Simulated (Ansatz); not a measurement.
MgS, NiAs type, relaxed with r2SCAN: the symmetry is P6_3/mmc (No. 194, hexagonal); conventional cell a = 3.645 Å, c = 6.147 Å, 17.69 Å³ an atom. Around Mg lie 6 S at 2.61 Å; around S lie 6 Mg at 2.61 Å. One-shot G0W0@PBE in the plane-wave code Ansatz on a 6×6×2 mesh (contour deformation, no spin-orbit coupling), from a PBE gap of 3.415 eV over the mesh points (the G0W0 gap is indirect on the mesh); the number N of bands summed and the screening cutoff rise together. The cell comes from a prototype generator: it can be a known phase or a hypothetical one. Spin polarisation is off.

```tsv
N	cutoff (eV)	1000/N	G0W0 gap (eV)
130	80	7.692	4.664
282	140	3.546	4.820
```

**Lay a straight line in 1000/N through these rows.** The slope is -0.0376 eV per unit of 1000/N and the intercept 4.953 eV.

**Predict the gap at N = 504 (210 eV).** 4.953 + (-0.0376) × 1.984 = 4.878 eV; the run gives 4.915 eV, +0.037 eV from the line.

**With that run's result added, what limit do the last two rows suggest?** Their slope is (4.915 − 4.820)/(1.984 − 3.546) = -0.0608, which meets 1/N = 0 at 5.04 eV, against 4.953 eV from the first line. The slope steepens, so 1/N isn't yet asymptotic and the true limit probably lies higher still; the k mesh isn't extrapolated.
